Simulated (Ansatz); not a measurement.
# Cr (P6_3/mmc) in Ansatz: a series of runs

One crystal, Cr, is run at these levels: PBE, LDA, PBEsol; tasks: band structure.

All numbers are computed with Ansatz 0.2.0; they aren't measurements. Logs are shortened: lines on timing, memory, paths and dates and some standing lists are left out, and cuts for length are marked.

## Step 1: Starting point

Symmetry: P6_3/mmc, No. 194, hexagonal system. Conventional cell: a = 2.714 Å, b = 2.714 Å, c = 4.410 Å, α = 90.00°, β = 90.00°, γ = 120.00°. Cr (site symmetry -6m2) is surrounded by 12 Cr at 2.71 Å.

This isn't the form of Cr at room conditions, which is bcc.

## Step 2: Band structure, PBE, collinear spin, ferromagnetic start

File input.yaml:

```yaml
crystal:
  lattice:
    - [2.714, 0.0, 0.0]
    - [-1.357, 2.3503929459, 0.0]
    - [0.0, 0.0, 4.41]
  atoms:
    - { symbol: Cr, position: [0.6666666667, 0.3333333333, 0.75], spin: 3.0 }
    - { symbol: Cr, position: [0.3333333333, 0.6666666667, 0.25], spin: 3.0 }
kpoints:
  mp_grid: { grid: [11, 11, 6] }
  band_path:
    path:
      - [0.0, 0.0, 0.0]
      - [0.5, 0.0, 0.0]
      - [0.3333333333, 0.3333333333, 0.0]
      - [0.0, 0.0, 0.0]
      - [0.0, 0.0, 0.5]
      - [0.5, 0.0, 0.5]
      - [0.3333333333, 0.3333333333, 0.5]
      - [0.0, 0.0, 0.5]
    npoints: 8
scf:
  occupations: { method: fermi_dirac, width: 0.05 }
hamiltonian:
  xc: pbe
  pseudopotentials: { kind: all_electron, lapw: { basis_error: 0.001 } }
magnetization:
  spin_polarized: true
output:
  forces: true
  stress: true
  eigenvalues: true
```

Potentials or basis: all-electron LAPW, scalar-relativistic.

Command:

```bash
ansatz run input.yaml --threads 2 --pin off --max-ram 6144MiB --backend cpu --events-out ev --progress --plain --runs-dir out
```

Log:

```text
Warning: RAYON_NUM_THREADS=2 ignored (pool sized by the plan → 2); use --threads N
LAPW: plane waves up to 8.177 Å⁻¹, error target 1.0e-3 eV per atom; small_component_spin mean_spin; Cr in spheres of 1.353 Å, 14 of its electrons in bands, Dirac shells [] (how accurate: hamiltonian.pseudopotentials.lapw.basis_error, Limitations)
Engine: ansatz 0.2.0, x86_64-unknown-linux-gnu
Pseudopotentials: kind: all_electron
Pseudopotential: Cr, LAPW, valence charge 14, lapw/all_electron/scalar/gaussian/Cr, Koelling and Harmon's equation, gaussian nucleus
Functional definition: PBE
  parameter kappa = 0.804
  parameter beta = 0.06672455060314922
  exchange = pbe_x(kappa = kappa, mu = beta*pi^2/3)
  correlation = pbe_c(beta = beta)
Crystal: 2 atoms, lattice volume = 28.131 Å³
Basis set: ecut = 254.75928652202418 eV, 263 PW (Γ), exchange–correlation at level 2
Bands: 21, of which v1, the nominal top of the filled ones, is band 14 counted from 1 (13 counted from 0)
Symmetry: 24 space group operations
Space group: P63/mmc (ITA 194), of the structure as read, at distance tolerance 3.0e-5 Å
Magnetic group: BNS 194.263 (UNI 1493), of the structure as read, at distance tolerance 3.0e-5 Å
k-points: 64 of 726
Non-local potential: Cr, projectors of the file, none
Initial density: superposition of atomic densities (chi_scale 0.1, normalization cell)
Starting moments: Σ|m| = 6 μB on 2 of 2 sites
Initial wavefunctions: plane waves of lowest kinetic energy (no species holds an atomic orbital)
Functional: x = pbe(κ = 0.804, μ = 0.2195149727645171), c = pbe(β = 0.06672455060314922)
iter 1 solved again at ethr=1.15e-3 eV; its pass at ethr=1.00e-1 eV (dr2=3.22e-1 eV) is discarded
SCF iter   1: F=—  HF=-57189.435271 eV  |F-HF|=—  |Δ(HF+E_count)|=         —  Δρ=7.93e-2 (↑7.93e-2 ↓6.30e-2)  dr2=3.24e-1  dr2_m=1.18e0  M=2.485 μB ∫|m|=2.485 μB  β_m=0.30  ethr=1.15e-3  ⟨swp⟩=2.5  Hψ=17919  notcnv=0
Mixer restart at iter 1: flushing history
preconditioner: auto → none  [metal: Δε(μ)=0.022 eV  Ē_g=5.389 eV  σ=0.050 eV  W_gap=0.11  n_scr=8 (ndim 8)  ℏωp=24.3 eV  f_vac=0.000  D(μ)=3.40/eV (n_scr^D=42)  sad-step TF]
SCF iter   2: F=—  HF=-57189.441502 eV  |F-HF|=—  |Δ(HF+E_count)|=   6.23e-3  Δρ=4.38e-2 (↑4.38e-2 ↓3.77e-2)  dr2=7.03e-2  dr2_m=4.03e-1  M=2.860 μB ∫|m|=2.860 μB  β_m=0.43  ethr=1.15e-3  ⟨swp⟩=2.9  Hψ=8810  notcnv=0
SCF iter   3: F=—  HF=-57190.077450 eV  |F-HF|=—  |Δ(HF+E_count)|=   6.36e-1  Δρ=2.83e-2 (↑2.83e-2 ↓2.33e-2)  dr2=4.31e-2  dr2_m=1.58e-1  M=2.411 μB ∫|m|=2.412 μB  β_m=0.54  ethr=2.51e-4  ⟨swp⟩=3.0  Hψ=9034  notcnv=0
iter 4 solved again at ethr=2.05e-6 eV; its pass at ethr=1.54e-4 eV (dr2=5.74e-4 eV) is discarded
SCF iter   4: F=—  HF=-57190.257330 eV  |F-HF|=—  |Δ(HF+E_count)|=   1.80e-1  Δρ=2.59e-3 (↑2.59e-3 ↓2.43e-3)  dr2=5.73e-4  dr2_m=1.48e-3  M=1.989 μB ∫|m|=1.993 μB  β_m=0.77  ethr=2.05e-6  ⟨swp⟩=2.4  Hψ=14169  notcnv=0
SCF iter   5: F=—  HF=-57190.263794 eV  |F-HF|=—  |Δ(HF+E_count)|=         —  Δρ=9.41e-4 (↑4.06e-4 ↓9.41e-4)  dr2=9.78e-5  dr2_m=7.95e-5  M=1.812 μB ∫|m|=1.815 μB  β_m=0.88  ethr=2.05e-6  ⟨swp⟩=3.0  Hψ=8439  notcnv=0
the basis was enlarged: its passes take 1.2 MiB over the memory plan, 2 of 2 planned eigensolver slots
SCF iter   6: F=—  HF=-57190.269384 eV  |F-HF|=—  |Δ(HF+E_count)|=   5.59e-3  Δρ=3.75e-4 (↑3.75e-4 ↓3.74e-4)  dr2=1.46e-5  dr2_m=3.14e-5  M=1.719 μB ∫|m|=1.721 μB  β_m=0.94  ethr=3.49e-7  ⟨swp⟩=3.0  Hψ=8465  notcnv=0
SCF iter   7: F=—  HF=-57190.269578 eV  |F-HF|=—  |Δ(HF+E_count)|=   1.94e-4  Δρ=3.43e-5 (↑3.43e-5 ↓2.99e-5)  dr2=1.11e-7  dr2_m=2.39e-7  M=1.726 μB ∫|m|=1.729 μB  β_m=0.97  ethr=5.20e-8  ⟨swp⟩=3.0  Hψ=8205  notcnv=0
SCF iter   8: F=—  HF=-57190.269581 eV  |F-HF|=—  |Δ(HF+E_count)|=   2.87e-6  Δρ=1.90e-5 (↑1.83e-5 ↓1.90e-5)  dr2=1.13e-8  dr2_m=8.70e-8  M=1.727 μB ∫|m|=1.729 μB  β_m=0.99  ethr=3.96e-10  ⟨swp⟩=3.0  Hψ=8570  notcnv=0
SCF iter   9: F=—  HF=-57190.269581 eV  |F-HF|=—  |Δ(HF+E_count)|=   4.32e-7  Δρ=5.06e-6 (↑2.49e-6 ↓5.06e-6)  dr2=1.09e-8  dr2_m=1.65e-9  M=1.726 μB ∫|m|=1.728 μB  β_m=0.95  ethr=4.02e-11  ⟨swp⟩=3.1  Hψ=8908  notcnv=0
SCF iter  10: F=-57190.269582 eV  HF=-57190.269582 eV  |F-HF|=6.04e-10  |Δ(HF+E_count)|=   2.45e-8  Δρ=1.28e-6 (↑8.39e-7 ↓1.28e-6)  dr2=8.50e-11  dr2_m=2.67e-10  M=1.726 μB ∫|m|=1.728 μB  ethr=3.90e-11  ⟨swp⟩=3.0  Hψ=8117  notcnv=0
SCF 1 converged in 10 iterations: F = -57190.269582 eV  dr2 = 8.50e-11
NSCF: frozen V_eff on 57 k-points
Symmetry: 12 space group operations
k-points: 64 of 726 (time reversal used)
Initial density: read from a saved state, or passed on in memory by an earlier SCF of this step, an earlier step, the calling program or the single point that the run made first
Starting moments: Σ|m| = 6 μB on 2 of 2 sites; this step starts from the density that it was given
Initial wavefunctions: those read from a saved state, or passed on in memory by an earlier step or the calling program
iter 1 solved again at ethr=1.00e-12 eV; its pass at ethr=3.57e-6 eV (dr2=9.03e-11 eV) is discarded
SCF iter   1: F=—  HF=-57190.269582 eV  |F-HF|=—  |Δ(HF+E_count)|=         —  Δρ=1.28e-6 (↑8.37e-7 ↓1.28e-6)  dr2=9.04e-11  dr2_m=2.66e-10  M=1.726 μB ∫|m|=1.728 μB  ethr=1.00e-12  ⟨swp⟩=4.7  Hψ=14837  notcnv=0
the basis was enlarged: its passes take 1.2 MiB over the memory plan, 2 of 2 planned eigensolver slots
preconditioner: auto → none  [metal: Δε(μ)=0.008 eV  Ē_g=4.792 eV  σ=0.050 eV  W_gap=0.04  n_scr=8 (ndim 8)  ℏωp=24.3 eV  f_vac=0.000  D(μ)=4.15/eV (n_scr^D=66)]
SCF iter   2: F=—  HF=-57190.436936 eV  |F-HF|=—  |Δ(HF+E_count)|=   1.67e-1  Δρ=2.87e-2 (↑2.87e-2 ↓1.65e-2)  dr2=1.73e0  dr2_m=1.78e-2  M=1.770 μB ∫|m|=2.215 μB  ethr=3.57e-6  ⟨swp⟩=3.7  Hψ=9793  notcnv=0  defer=6
SCF iter   3: F=—  HF=-57190.269785 eV  |F-HF|=—  |Δ(HF+E_count)|=   1.67e-1  Δρ=3.08e-3 (↑3.08e-3 ↓2.04e-3)  dr2=2.77e-2  dr2_m=8.08e-5  M=1.976 μB ∫|m|=2.044 μB  ethr=3.57e-6  ⟨swp⟩=3.0  Hψ=9173  notcnv=0
SCF iter   4: F=—  HF=-57190.268782 eV  |F-HF|=—  |Δ(HF+E_count)|=   1.00e-3  Δρ=1.35e-3 (↑1.35e-3 ↓6.42e-4)  dr2=3.75e-3  dr2_m=3.46e-5  M=1.979 μB ∫|m|=2.023 μB  ethr=3.57e-6  ⟨swp⟩=2.0  Hψ=7553  notcnv=0
an SCF along what the orbitals of the run's state read of its open shells (or to have them read: on a GPU, or by another smearing), with 12 of the crystal's symmetry operations given up, reached no lower state that the run goes on to. This is no proof of a minimum
SCF converged after 10 iterations
Magnetization: 1.7257 μB (14.8628 up, 13.1372 down)
Absolute magnetization: 1.7277 μB (∫|ρ↑−ρ↓|)
Spin contamination: 0.0057 ħ² per cell (⟨S²⟩ above its minimum at these occupations)
Per-site moments (μB) at R_I (Å): [(0.8336988310169318, 1.3525245021155168), (0.8336988310169318, 1.3525245021155168)]
Free energy (F): -57190.269582 eV
Harris-Foulkes:  -57190.269582 eV  (|F-HF|=6.04e-10)
Internal energy: -57190.235043 eV  (E = F + TS)
E sigma→0 (E₀):  -57190.252312 eV
Entropy (-TS):   -0.034538 eV (-17.269 meV/atom)
Fermi energy:    15.692843 eV
--- Per-component energies (eV) ---
  E_band       = -380.801979
  E_kinetic    = 57843.178607
  E_xc         = -2652.186540
  E_electrostatic = -112381.227110  (all electrons and nuclei)
  E_smearing   = -0.034538  (= −TS)
  E_closure    = 0.000000  (closes the sum)
  E_atoms      = -57172.486459  (free atoms, spherical and without spin; not in F)
  Σ components = -57190.269582   (vs F -57190.269582, Δ=0.00e0)
  Basis errors (estimates in eV, not in F): energy 1.6e-4 per atom: plane waves 1.4e-4 (6.9e-5 summed), levels above the bands 1.9e-71, relativity 3.4e-9, radial functions 2.1e-5, core shells 6.0e-9; eigenvalues (radial functions only) 7.0e-7; not estimated: angular momenta, meshes, grids; target (lapw.basis_error) 1.0e-3; muffin-tin radii Cr 1.353 Å
--- Forces (eV/Å), atoms counted from 1 ---
  atom   1  Cr     0.00000000     0.00000000     0.00000000
  atom   2  Cr    -0.00000000     0.00000000     0.00000000
  max |Σ_I F_I| component: 9.25e-18 eV/Å
--- Stress (GPa, compression-positive) ---
      -27.008454       0.000000       0.000000
        0.000000     -27.008454       0.000000
        0.000000       0.000000     -22.336588
  P = ⅓ Tr σ = -25.4512 GPa (-254.512 kbar)
--- Band table (eV; the first three rows and the last of 128) ---
  k-point 0 ↑: bands = ["-56.2446", "-56.1563", "-27.7106", "-27.3658", "-27.3658", "-27.2991", "-27.2991", "-27.2220", "8.5187", "12.1173", "15.0336", "15.0336", "15.0889", "15.4023", "15.4023", "15.8447", "15.8447", "16.0659", "17.0863", "17.0863", "22.9829"]
  k-point 1 ↑: bands = ["-56.2387", "-56.1622", "-27.6786", "-27.3614", "-27.3614", "-27.3036", "-27.3036", "-27.2555", "8.7627", "12.0058", "14.9690", "14.9690", "14.9988", "15.3184", "15.3184", "15.4940", "16.0233", "16.0233", "17.0715", "17.0715", "24.0640"]
  k-point 2 ↑: bands = ["-56.2226", "-56.1785", "-27.5906", "-27.3492", "-27.3492", "-27.3464", "-27.3159", "-27.3159", "9.4595", "11.4790", "14.7359", "14.7777", "14.9141", "14.9141", "15.1352", "15.1352", "16.3870", "16.3870", "16.9764", "16.9764", "26.5005"]
  k-point 63 ↓: bands = ["-55.3182", "-55.3182", "-26.8679", "-26.8679", "-26.7406", "-26.7406", "-26.5533", "-26.5533", "13.8046", "13.8046", "14.4678", "14.4678", "14.9724", "14.9724", "16.6095", "16.6095", "17.9187", "17.9187", "21.9070", "21.9070", "24.2561"]
```

Run time: 33 s. Hardware: 2 threads of AMD EPYC 7R43 (Zen 3), shared host; peak memory 0.62 GiB.

Results:

```
Free energy             : -57190.2696 eV
Pressure                : -25.5 GPa
Band gap along the path : none (metal or under the smearing width)
Net moment              : 1.73 μB per cell
Absolute moment         : 1.73 μB per cell
Site moments            : Cr +0.83 μB
```

Levels at the corners of the path, in eV from the Fermi level:
Spin up:
```csv
point,band 11,band 12,band 13,band 14,band 15,band 16,band 17,band 18,band 19,band 20
Γ,-0.66,-0.66,-0.60,-0.29,-0.29,0.15,0.15,0.37,1.39,1.39
M,-2.86,-1.17,-0.81,-0.70,-0.22,1.57,1.66,1.74,2.96,4.51
K,-2.29,-2.15,-1.04,-1.04,-0.02,1.33,1.33,1.39,5.31,6.01
Γ,-0.66,-0.66,-0.60,-0.29,-0.29,0.15,0.15,0.37,1.39,1.39
A,-1.11,-1.11,-0.72,-0.72,-0.72,-0.72,1.05,1.05,1.05,1.05
L,-2.01,-2.01,0.25,0.25,0.71,0.71,1.67,1.67,2.53,2.53
H,-2.14,-2.14,-1.27,-1.27,0.10,0.10,1.52,1.52,6.25,6.25
A,-1.11,-1.11,-0.72,-0.72,-0.72,-0.72,1.05,1.05,1.05,1.05
```
Spin down:
```tsv
point	band 10	band 11	band 12	band 13	band 14	band 15	band 16	band 17	band 18	band 19
Γ	-3.13	-0.02	0.07	0.07	0.46	0.46	0.63	0.97	0.97	2.24
M	-2.59	-2.25	-0.80	-0.03	0.00	0.38	2.37	2.53	2.54	3.54
K	-1.80	-1.80	-1.60	-0.33	-0.33	0.72	2.00	2.00	2.24	5.84
Γ	-3.13	-0.02	0.07	0.07	0.46	0.46	0.63	0.97	0.97	2.24
A	-4.90	-0.59	-0.59	0.02	0.02	0.02	0.02	1.88	1.88	1.88
L	-2.91	-1.41	-1.41	1.06	1.06	1.16	1.16	2.47	2.47	3.10
H	-1.57	-1.52	-1.52	-0.72	-0.72	0.89	0.89	2.20	2.20	6.76
A	-4.90	-0.59	-0.59	0.02	0.02	0.02	0.02	1.88	1.88	1.88
```

(Continued in part 2 of 3.)
